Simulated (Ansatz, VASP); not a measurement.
**GaN in VASP and in Ansatz**

```xyz
8
Lattice="3.1846 0.0000 0.0000 -1.5923 2.7580 0.0000 0.0000 0.0000 10.3894" Properties=species:S:1:pos:R:3 pbc="T T T"
Ga    0.0000    0.0000   -0.0036
Ga    0.0000    1.8386    2.5967
Ga    0.0000    0.0000    5.1911
Ga    1.5923    0.9193    7.7914
N     0.0000    0.0000    1.9494
N     0.0000    1.8386    4.5483
N     0.0000    0.0000    7.1440
N     1.5923    0.9193    9.7430
```

Alike in both runs: task single point; functional PBE; k mesh 9 × 9 × 2; no spin polarisation.

|  | VASP | Ansatz |
| --- | --- | --- |
| version | VASP 6.6.1 | Ansatz 0.2.0 |
| potentials or method | VASP PAW PBE potentials, release 64 (Ga_d, N) | plane waves, PAW |
| plane-wave cutoff (eV) | 520 | 420 |
| occupations | gaussian, width 0.01 eV | fixed |
| valence electrons in the cell | 72 | 72 |

Ansatz gave:

```
gap on the k mesh at the Fermi level (eV) : 1.82
pressure (GPa)                            : 5.6
```

Task: What did VASP give for the same quantities?

Result: gap on the k mesh at the Fermi level (eV): 1.83; pressure (GPa): 5.8.

Expect the measured gap to be larger: semilocal functionals such as PBE lack the derivative discontinuity.
